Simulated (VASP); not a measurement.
# InP (F-43m) in VASP: settings compared

Aim: see how the results for InP move with the level of theory and the settings. Levels: LDA, revPBE+D4, PBE, BLYP+D3(BJ). Tasks: single point.

Everything below comes from runs of VASP 6.6.1. Logs are shortened: lines on timing, memory, paths and dates and some standing lists are left out, and cuts for length are marked.

**Experimental background.**

A printed reference work, data compilation reports, for a bulk crystal of InP at 1.6 K: band gap 1.4236 eV (direct).

The runs below are set against these values where they give the same quantity.

## Step 1: The cell of the first run

Symmetry: F-43m, No. 216, cubic system. The conventional cell has a = 5.788 Å, b = 5.788 Å, c = 5.788 Å, α = 90.00°, β = 90.00°, γ = 90.00°. Within 3.3 Å of In (site symmetry -43m) lie 4 P at 2.51 Å. Within 3.3 Å of P (site symmetry -43m) lie 4 In at 2.51 Å.

## Step 2: Single point, LDA (volume scaled by 0.98)

Contents of INCAR:

```
SYSTEM = InP
ALGO     = Normal         ! electronic algorithm
EDIFF    = 1E-6           ! SCF threshold, eV
ENCUT    = 520            ! plane-wave cutoff, eV
GGA      = CA             ! functional
ISIF     = 2              ! what is computed and relaxed
ISMEAR   = 0              ! smearing method
LASPH    = .TRUE.         ! aspherical terms in the spheres
LCHARG   = .FALSE.        ! write CHGCAR
LREAL    = .FALSE.        ! projectors in reciprocal space
LWAVE    = .FALSE.        ! write WAVECAR
NBANDS   = 16             ! bands
NELM     = 100            ! most SCF steps
PREC     = Accurate       ! precision mode
SIGMA    = 0.05           ! smearing width, eV
```

Contents of KPOINTS:

```
k-points
0
G
  8 8 8
  0 0 0
```

Contents of POSCAR:

```
InP
1.0
    0.0000000000      2.8937544956      2.8937544956
    2.8937544956      0.0000000000      2.8937544956
    2.8937544956      2.8937544956      0.0000000000
In P
1 1
Direct
    0.0000000000      0.0000000000      0.0000000000
    0.7500000000      0.7500000000      0.7500000000
```

Potentials or basis: VASP PAW LDA potentials, release 64 (In_d, P).

Launch:

```bash
$ cat potpaw_LDA.64/In_d/POTCAR potpaw_LDA.64/P/POTCAR > POTCAR
$ mpirun -np 1 vasp_std > vasp.out
```

OUTCAR:

```text
SYSTEM = InP
   EDIFF = 1E-6
   ENCUT = 520
   GGA = CA
   ISIF = 2
   ISMEAR = 0
   LASPH = .TRUE.
   LREAL = .FALSE.
   NELM = 100
   PREC = Accurate

 ion  position               nearest neighbor table
   1  0.000  0.000  0.000-   2 2.51   2 2.51   2 2.51   2 2.51
   2  0.750  0.750  0.750-   1 2.51   1 2.51   1 2.51   1 2.51

  LATTYP: Found a face centered cubic cell.
 ALAT       =     5.7875089912

  Lattice vectors:

 A1 = (   0.0000000000,   2.8937544956,   2.8937544956)
 A2 = (   2.8937544956,   0.0000000000,   2.8937544956)
 A3 = (   2.8937544956,   2.8937544956,   0.0000000000)

Analysis of symmetry for initial positions (statically):
=====================================================================
 Subroutine PRICEL returns:
 Original cell was already a primitive cell.

 Routine SETGRP: Setting up the symmetry group for a
 face centered cubic supercell.

 Subroutine GETGRP returns: Found 24 space group operations
 (whereof 24 operations were pure point group operations)
 out of a pool of 48 trial point group operations.

The static configuration has the point symmetry T_d .

Analysis of symmetry for dynamics (positions and initial velocities):
=====================================================================
 Subroutine PRICEL returns:
 Original cell was already a primitive cell.

 Routine SETGRP: Setting up the symmetry group for a
 face centered cubic supercell.

 Subroutine GETGRP returns: Found 24 space group operations
 (whereof 24 operations were pure point group operations)
 out of a pool of 48 trial point group operations.

The dynamic configuration has the point symmetry T_d .

 Subroutine INISYM returns: Found 24 space group operations
 (whereof 24 operations are pure point group operations),
 and found     1 'primitive' translations

----------------------------------------------------------------------------------------

                                     Primitive cell

  volume of cell :      48.4635

  direct lattice vectors                    reciprocal lattice vectors
     0.000000000  2.893754496  2.893754496    -0.172785909  0.172785909  0.172785909
     2.893754496  0.000000000  2.893754496     0.172785909 -0.172785909  0.172785909
     2.893754496  2.893754496  0.000000000     0.172785909  0.172785909 -0.172785909
[... 74 lines left out ...]
 SYSTEM =  InP
   PREC   = accura    normal or accurate (medium, high low for compatibility)
   ISTART =      0    job   : 0-new  1-cont  2-samecut
   ICHARG =      2    charge: 1-file 2-atom 10-const
   ISPIN  =      1    spin polarized calculation?
   LNONCOLLINEAR =      F non collinear calculations
   LSORBIT =      F    spin-orbit coupling
   LASPH  =      T    aspherical Exc in radial PAW
   ENCUT  =  520.0 eV  38.22 Ry    6.18 a.u.   7.61  7.61  7.61*2*pi/ulx,y,z
   NELM   =    100;   NELMIN=  2; NELMDL= -5     # of ELM steps
   EDIFF  = 0.1E-05   stopping-criterion for ELM
   LREAL  =      F    real-space projection
   EDIFFG = 0.1E-04   stopping-criterion for IOM
   NSW    =      0    number of steps for IOM
   IBRION =     -1    ionic relax: 0-MD 1-quasi-New 2-CG
   NFREE  =      0    steps in history (QN), initial steepest desc. (CG)
   ISIF   =      2    stress and relaxation
   ISYM   =      2    0-nonsym 1-usesym 2-fastsym
   POTIM  = 0.5000    time-step for ionic-motion
   TEBEG  =    0.0;   TEEND  =   0.0 temperature during run
   PSTRESS=    0.0 pullay stress
   NELECT =      18.0000    total number of electrons
   NUPDOWN=      -1.0000    fix difference up-down
   EMIN   =  10.00;   EMAX   =-10.00  energy-range for DOS
   EFERMI =   0.00;   METHOD = LEGACY
   ISMEAR =     0;   SIGMA  =   0.05  broadening in eV -4-tet -1-fermi 0-gaus
   EFERMI_NEDOS =   21; number of points for ismear=-14 and -15
   IALGO  =     38    algorithm
   IMIX   =      4    mixing-type and parameters
     AMIX     =   0.40;   BMIX     =  1.00
     AMIX_MAG =   1.60;   BMIX_MAG =  1.00
  volume/ion in A,a.u.               =      24.23       163.52
  Fermi-wavevector in a.u.,A,eV,Ry     =   1.176776  2.223785 18.841387  1.384803
  Thomas-Fermi vector in A             =   2.313135
   LORBIT       =      0    0 simple, 1 ext, 2 COOP (PROOUT), +10 PAW based schemes
   GGA     = CA    functional components
   LHFCALC =     F    Hartree Fock is set to
   AEXX    =    0.0000 exact exchange contribution
   IVDW    =     0    specifies the selected vdW correction
   LEPSILON=     F    determine dielectric tensor
   LRPA    =     F    only Hartree local field effects (RPA)
 non-spin polarized calculation
 Gauss-broadening in eV      SIGMA  =   0.05
  energy-cutoff  :      520.00
  volume of cell :       48.46
 maximum number of plane-waves:      1323
   NGX = 15   NGY = 15   NGZ = 15

 number of electron      18.0000008 magnetization

 Free energy of the ion-electron system (eV)
  ---------------------------------------------------
  ext. energy  EPLUGINS =         0.00000000
  ---------------------------------------------------
  free energy    TOTEN  =        -9.66701830 eV

  energy without entropy =       -9.66701830  energy(sigma->0) =       -9.66701830

 E-fermi :   5.7160     XC(G=0):  -9.7747

 val. band max:        5.4372221646   @ k =   0.0000   0.0000   0.0000
 cond. band min:       6.1523427770   @ k =   0.0000   0.0000   0.0000
 fundamental gap:      0.7151206124
 Fermi energy:         5.7159664776

 k-point     1 :       0.0000    0.0000    0.0000
  band No.  band energies     occupation
      1      -8.8366      2.00000
      2      -8.8366      2.00000
      3      -8.8366      2.00000
      4      -8.6617      2.00000
      5      -8.6617      2.00000
      6      -6.3760      2.00000
[... 433 lines left out ...]
      3      -8.7577      2.00000
      4      -8.6690      2.00000
      5      -8.6469      2.00000
      6      -4.1475      2.00000
[... 8 lines left out ...]
     15      16.1045      0.00000
     16      16.8194      0.00000

 [... further k-points ...]
[... 5 lines left out ...]
  --------------------------------------------------------------------------------------
  -------------------------------------------------------------------------------------
  Total        0.4624485      0.4624485      0.4624485     -0.0000000     -0.0000000      0.0000000
  in kB       15.2882915     15.2882915     15.2882915     -0.0000000     -0.0000000      0.0000000
  external PRESSURE =      15.2882915 kB  Pullay stress =       0.0000000 kB

 VOLUME and BASIS-vectors are now :
 -----------------------------------------------------------------------------
  energy-cutoff  :      520.00
  volume of cell :       48.46
      direct lattice vectors                 reciprocal lattice vectors
     0.000000000  2.893754496  2.893754496    -0.172785909  0.172785909  0.172785909
     2.893754496  0.000000000  2.893754496     0.172785909 -0.172785909  0.172785909
     2.893754496  2.893754496  0.000000000     0.172785909  0.172785909 -0.172785909

 POSITION                                       TOTAL-FORCE (eV/Angst)
 -----------------------------------------------------------------------------------
      0.00000      0.00000      0.00000         0.000000      0.000000      0.000000
      4.34063      4.34063      4.34063        -0.000000     -0.000000     -0.000000
 -----------------------------------------------------------------------------------
    total drift:                                0.000000      0.000000      0.000000

  FREE ENERGIE OF THE ION-ELECTRON SYSTEM (eV)
  ---------------------------------------------------
  free  energy   TOTEN  =        -9.6670182964 eV

  energy  without entropy=       -9.6670182964  energy(sigma->0) =       -9.66701830
```

stdout:

```text
POSCAR found type information on POSCAR InP
 POSCAR found :  2 types and       2 ions
 scaLAPACK will be used
 LDA part: xc-table for (Slater(with rela. corr.)+CA(PZ))
 , standard interpolation
 POSCAR, INCAR and KPOINTS ok, starting setup
 FFT: planning ... GRIDC
 FFT: planning ... GRID_SOFT
 FFT: planning ... GRID
 WAVECAR not read
 entering main loop
```

Wall time 30 s (1 thread of AMD EPYC 7R13, shared host); peak memory 0.13 GiB.

What came out:

```
Free energy            : -9.6670 eV
Pressure               : 1.5 GPa
Band gap on the k mesh : 0.72 eV, direct
```

Levels at points of the mesh, in eV from the valence-band top:
```csv
k point,band 7,band 8,band 9,band 10,band 11,band 12
"(0.00, 0.00, 0.00)",0.00,0.00,0.00,0.72,3.96,3.96
"(0.50, 0.00, 0.00)",-6.04,-1.05,-1.05,1.42,4.71,4.71
"(0.50, 0.50, 0.00)",-6.03,-2.49,-2.49,1.53,2.12,9.23
```

Caveat: spin-orbit coupling is left out, which moves the levels of the heavy elements.

## Step 3: Single point, revPBE+D4 (volume scaled by 0.96)

Contents of INCAR:

```
ALGO = Normal
EDIFF = 1E-6
ENCUT = 520
GGA = RE
ISIF = 2
ISMEAR = 0
IVDW = 13
LASPH = True
LCHARG = False
LREAL = False
LWAVE = False
NBANDS = 16
NELM = 80
PREC = Accurate
SIGMA = 0.05
```

Contents of KPOINTS:

```
k-points
0
Gamma
  8 8 8
```

Contents of POSCAR:

```
InP
1.0
    0.0000000000      2.9015599385      2.9015599385
    2.9015599385      0.0000000000      2.9015599385
    2.9015599385      2.9015599385      0.0000000000
In P
1 1
Direct
    0.0000000000      0.0000000000      0.0000000000
    0.7500000000      0.7500000000      0.7500000000
```

Potentials or basis: VASP PAW PBE potentials, release 64 (In_d, P).

Launch:

```bash
$ cat potpaw_PBE.64/In_d/POTCAR potpaw_PBE.64/P/POTCAR > POTCAR
$ mpirun -np 1 vasp_std > vasp.out
```

Wall time 37 s (1 thread of AMD EPYC 7R13, shared host); peak memory 0.15 GiB.

The run converged. Its results:

* Free energy: -8.8497 eV
* Pressure: 2.8 GPa
* Band gap on the k mesh: 0.97 eV, direct
* Dispersion energy per atom: -0.556 eV

Levels at points of the mesh, in eV from the valence-band top:
```tsv
k point	band 7	band 8	band 9	band 10	band 11	band 12
(0.00, 0.00, 0.00)	0.00	0.00	0.00	0.97	4.12	4.12
(0.50, 0.00, 0.00)	-5.85	-1.01	-1.01	1.64	4.84	4.84
(0.50, 0.50, 0.00)	-5.85	-2.41	-2.41	1.79	2.32	9.51
```

Caveat: the PAW data sets were made with another functional, which shifts forces and pressure a little; spin-orbit coupling is left out, which moves the levels of the heavy elements.

[end of part 1 of 2]
